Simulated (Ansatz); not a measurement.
The system is Ta2N.

```
Ta N
1.0
     3.11286    0.00000    0.00000
    -1.55643    2.69582    0.00000
     0.00000    0.00000    4.86984
Ta N
2 1
Direct
  0.33333 0.66667 0.25471
  0.66667 0.33333 0.74529
  0.00000 0.00000 0.00000
```

The cell comes from a database or a generator and needn't be the stable form of this composition.

Base run:

| Item | Value |
| --- | --- |
| Program | Ansatz 0.2.0 |
| Functional | PBE |
| Potentials or basis | Ansatz PAW |
| Cutoff | 420 eV (not typed: the program's choice for these potentials) |
| k mesh | 10 × 10 × 6 |
| Occupations | gaussian, width 0.015 eV |
| Spin | no spin polarisation |

Its results: band gap on the k mesh none (metal or under the smearing width); pressure -1.3 GPa; largest force 0.013 eV/Å.

The run is repeated on the same cell with these changes: functional from PBE to RPBE; occupations from gaussian, width 0.015 eV to fermi-dirac, width 0.05 eV. What comes out?

Band gap on the k mesh none (metal or under the smearing width); pressure 2.6 GPa; largest force 0.093 eV/Å.

Caveats: spin-orbit coupling is left out, which moves the levels of the heavy elements (some runs); the PAW data sets come from PBE, with cores solved anew for the run's functional, which leaves a small shift of forces and pressure (some runs).
